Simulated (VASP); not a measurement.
# PbSe (Clausthalite) (Fm-3m) in VASP: further runs

The runs below take PbSe (Clausthalite) through single point, with RPBE+D4, PBE exchange alone.

All numbers are computed with VASP 6.6.1; they aren't measurements. Logs are shortened: lines on timing, memory, paths and dates and some standing lists are left out, and cuts for length are marked.

**What was measured.**

A printed reference work, monograph reports, for a bulk crystal of PbSe at 300 K: band gap 0.28 eV (direct).

The runs below are set against these values where they give the same quantity.

**1. The cell of the first run**

The structure is cubic, space group Fm-3m (No. 225). The conventional cell has a = 6.162 Å, b = 6.162 Å, c = 6.162 Å, α = 90.00°, β = 90.00°, γ = 90.00°. Pb (site symmetry m-3m) has 6 Se at 3.08 Å within 4.1 Å. Se (site symmetry m-3m) has 6 Pb at 3.08 Å within 4.1 Å.

**2. Single point, RPBE+D4**

File INCAR:

```
  ALGO = Normal
  EDIFF = 1E-6
  ENCUT = 520
  GGA = RP
  ISIF = 2
  ISMEAR = -1
  IVDW = 13
  LASPH = T
  LCHARG = F
  LREAL = F
  LWAVE = F
  NBANDS = 17
  NELM = 100
  PREC = Accurate
  SIGMA = 0.05
```

File KPOINTS:

```
k-points
0
Gamma
  8 8 8
```

File POSCAR:

```
PbSe
1.0
    0.0000000000      3.0809197960      3.0809197960
    3.0809197960      0.0000000000      3.0809197960
    3.0809197960      3.0809197960      0.0000000000
Pb Se
1 1
Direct
    0.0000000000      0.0000000000      0.0000000000
    0.5000000000      0.5000000000      0.5000000000
```

Potentials or basis: VASP PAW PBE potentials, release 64 (Pb_d, Se).

Run with:

```
$ cat potpaw_PBE.64/Pb_d/POTCAR potpaw_PBE.64/Se/POTCAR > POTCAR
$ mpirun -np 1 vasp_std > vasp.out
```

OUTCAR:

```text
EDIFF = 1E-6
   ENCUT = 520
   GGA = RP
   ISIF = 2
   ISMEAR = -1
   IVDW = 13
   LASPH = T
   LREAL = F
   NELM = 100
   PREC = Accurate

 ion  position               nearest neighbor table
   1  0.000  0.000  0.000-   2 3.08   2 3.08   2 3.08   2 3.08   2 3.08   2 3.08
   2  0.500  0.500  0.500-   1 3.08   1 3.08   1 3.08   1 3.08   1 3.08   1 3.08

  LATTYP: Found a face centered cubic cell.
 ALAT       =     6.1618395920

  Lattice vectors:

 A1 = (   0.0000000000,   3.0809197960,   3.0809197960)
 A2 = (   3.0809197960,   0.0000000000,   3.0809197960)
 A3 = (   3.0809197960,   3.0809197960,   0.0000000000)

Analysis of symmetry for initial positions (statically):
=====================================================================
 Subroutine PRICEL returns:
 Original cell was already a primitive cell.

 Routine SETGRP: Setting up the symmetry group for a
 face centered cubic supercell.

 Subroutine GETGRP returns: Found 48 space group operations
 (whereof 48 operations were pure point group operations)
 out of a pool of 48 trial point group operations.

The static configuration has the point symmetry O_h .

Analysis of symmetry for dynamics (positions and initial velocities):
=====================================================================
 Subroutine PRICEL returns:
 Original cell was already a primitive cell.

 Routine SETGRP: Setting up the symmetry group for a
 face centered cubic supercell.

 Subroutine GETGRP returns: Found 48 space group operations
 (whereof 48 operations were pure point group operations)
 out of a pool of 48 trial point group operations.

The dynamic configuration has the point symmetry O_h .

 Subroutine INISYM returns: Found 48 space group operations
 (whereof 48 operations are pure point group operations),
 and found     1 'primitive' translations

----------------------------------------------------------------------------------------

                                     Primitive cell

  volume of cell :      58.4886

  direct lattice vectors                    reciprocal lattice vectors
[... 79 lines left out ...]
   ISTART =      0    job   : 0-new  1-cont  2-samecut
   ICHARG =      2    charge: 1-file 2-atom 10-const
   ISPIN  =      1    spin polarized calculation?
   LNONCOLLINEAR =      F non collinear calculations
   LSORBIT =      F    spin-orbit coupling
   LASPH  =      T    aspherical Exc in radial PAW
   ENCUT  =  520.0 eV  38.22 Ry    6.18 a.u.   8.10  8.10  8.10*2*pi/ulx,y,z
   NELM   =    100;   NELMIN=  2; NELMDL= -5     # of ELM steps
   EDIFF  = 0.1E-05   stopping-criterion for ELM
   LREAL  =      F    real-space projection
   EDIFFG = 0.1E-04   stopping-criterion for IOM
   NSW    =      0    number of steps for IOM
   IBRION =     -1    ionic relax: 0-MD 1-quasi-New 2-CG
   NFREE  =      0    steps in history (QN), initial steepest desc. (CG)
   ISIF   =      2    stress and relaxation
   ISYM   =      2    0-nonsym 1-usesym 2-fastsym
   POTIM  = 0.5000    time-step for ionic-motion
   TEBEG  =    0.0;   TEEND  =   0.0 temperature during run
   PSTRESS=    0.0 pullay stress
   NELECT =      20.0000    total number of electrons
   NUPDOWN=      -1.0000    fix difference up-down
   EMIN   =  10.00;   EMAX   =-10.00  energy-range for DOS
   EFERMI =   0.00;   METHOD = LEGACY
   ISMEAR =    -1;   SIGMA  =   0.05  broadening in eV -4-tet -1-fermi 0-gaus
   EFERMI_NEDOS =   21; number of points for ismear=-14 and -15
   IALGO  =     38    algorithm
   IMIX   =      4    mixing-type and parameters
     AMIX     =   0.40;   BMIX     =  1.00
     AMIX_MAG =   1.60;   BMIX_MAG =  1.00
  volume/ion in A,a.u.               =      29.24       197.35
  Fermi-wavevector in a.u.,A,eV,Ry     =   1.144795  2.163349 17.831195  1.310556
  Thomas-Fermi vector in A             =   2.281486
   LORBIT       =      0    0 simple, 1 ext, 2 COOP (PROOUT), +10 PAW based schemes
   GGA     = RP    functional components
   LHFCALC =     F    Hartree Fock is set to
   AEXX    =    0.0000 exact exchange contribution
   IVDW    =    13    specifies the selected vdW correction
   LEPSILON=     F    determine dielectric tensor
   LRPA    =     F    only Hartree local field effects (RPA)
 non-spin polarized calculation
  energy-cutoff  :      520.00
  volume of cell :       58.49
 maximum number of plane-waves:      1604
   NGX = 17   NGY = 17   NGZ = 17

 number of electron      19.9999994 magnetization

 Free energy of the ion-electron system (eV)
  ---------------------------------------------------
  ext. energy  EPLUGINS =         0.00000000
  ---------------------------------------------------
  free energy    TOTEN  =        -7.48982892 eV

  energy without entropy =       -7.48972817  energy(sigma->0) =       -7.48977855

 E-fermi :   5.1594     XC(G=0):  -9.2863

 val. band max:        4.9381436520   @ k =   0.5000   0.0000   0.0000
 cond. band min:       5.3804880290   @ k =   0.5000   0.0000   0.0000
 fundamental gap:      0.4423443770
 Fermi energy:         5.1593558807

 k-point     1 :       0.0000    0.0000    0.0000
  band No.  band energies     occupation
      1     -11.9301      2.00000
      2     -11.9301      2.00000
      3     -11.9301      2.00000
      4     -11.9210      2.00000
      5     -11.9210      2.00000
      6      -8.4525      2.00000
[... 457 lines left out ...]
      4     -11.9109      2.00000
      5     -11.8973      2.00000
      6      -7.2557      2.00000
[... 9 lines left out ...]
     16      15.8022      0.00000
     17      15.9167      0.00000

 [... further k-points ...]

------------------------ aborting loop because EDIFF is reached ----------------------------------------

  DFT-D4 for vdW energy calculation

  Edisp (eV):   -1.42553

  FORCE on cell =-STRESS in cart. coord.  units (eV):
  Direction    XX          YY          ZZ          XY          YZ          ZX
  --------------------------------------------------------------------------------------
  -------------------------------------------------------------------------------------
  Total      -0.24032    -0.24032    -0.24032     0.00000     0.00000     0.00000
  in kB      -6.58300    -6.58300    -6.58300     0.00000     0.00000     0.00000
  external pressure =       -6.58 kB  Pullay stress =        0.00 kB

 VOLUME and BASIS-vectors are now :
 -----------------------------------------------------------------------------
  energy-cutoff  :      520.00
  volume of cell :       58.49
      direct lattice vectors                 reciprocal lattice vectors
     0.000000000  3.080919796  3.080919796    -0.162289197  0.162289197  0.162289197
     3.080919796  0.000000000  3.080919796     0.162289197 -0.162289197  0.162289197
     3.080919796  3.080919796  0.000000000     0.162289197  0.162289197 -0.162289197

 POSITION                                       TOTAL-FORCE (eV/Angst)
 -----------------------------------------------------------------------------------
      0.00000      0.00000      0.00000         0.000000      0.000000      0.000000
      3.08092      3.08092      3.08092        -0.000000     -0.000000     -0.000000
 -----------------------------------------------------------------------------------
    total drift:                                0.000000     -0.000000     -0.000000

  FREE ENERGIE OF THE ION-ELECTRON SYSTEM (eV)
  ---------------------------------------------------
  free  energy   TOTEN  =        -8.9153557932 eV

  energy  without entropy=       -8.9152550375  energy(sigma->0) =       -8.91530542
```

OSZICAR:

```text
N       E                     dE             d eps       ncg     rms          rms(c)
DAV:   1     0.158941989299E+03    0.15894E+03   -0.95174E+03   986   0.119E+03
DAV:   2     0.413123164332E+01   -0.15481E+03   -0.14923E+03  1046   0.310E+02
DAV:   3    -0.749901668450E+01   -0.11630E+02   -0.11530E+02  1291   0.892E+01
DAV:   4    -0.776907049801E+01   -0.27005E+00   -0.26989E+00  1211   0.156E+01
DAV:   5    -0.777889850854E+01   -0.98280E-02   -0.98273E-02  1399   0.289E+00    0.288E+00
DAV:   6    -0.748420272187E+01    0.29470E+00   -0.72192E-01  1454   0.554E+00    0.166E+00
DAV:   7    -0.748290621227E+01    0.12965E-02   -0.13971E-01  1215   0.179E+00    0.922E-01
DAV:   8    -0.749016917079E+01   -0.72630E-02   -0.19168E-02  1134   0.146E+00    0.204E-01
DAV:   9    -0.748960075706E+01    0.56841E-03   -0.35128E-03  1430   0.596E-01    0.591E-02
DAV:  10    -0.748979380303E+01   -0.19305E-03   -0.44077E-04  1101   0.113E-01    0.230E-02
DAV:  11    -0.748982835130E+01   -0.34548E-04   -0.14223E-04  1254   0.109E-01    0.125E-02
DAV:  12    -0.748982892386E+01   -0.57256E-06   -0.76661E-06  1207   0.162E-02
   1 F= -.89153558E+01 E0= -.89153054E+01  d E =-.100756E-03
```

Wall time 18 s (1 thread of Intel Xeon Platinum 8375C at 2.90GHz (Ice Lake), shared host); peak memory 0.19 GiB.

What came out:

| Quantity | Value |
| --- | --- |
| Free energy | -8.9154 eV |
| Pressure | -0.7 GPa |
| Band gap on the k mesh | 0.44 eV, direct |
| Dispersion energy per atom | -0.713 eV |

Caveat: the PAW data sets were made with another functional, which shifts forces and pressure a little; spin-orbit coupling is left out, which moves the levels of the heavy elements.

(Part 1 of 2 ends here.)
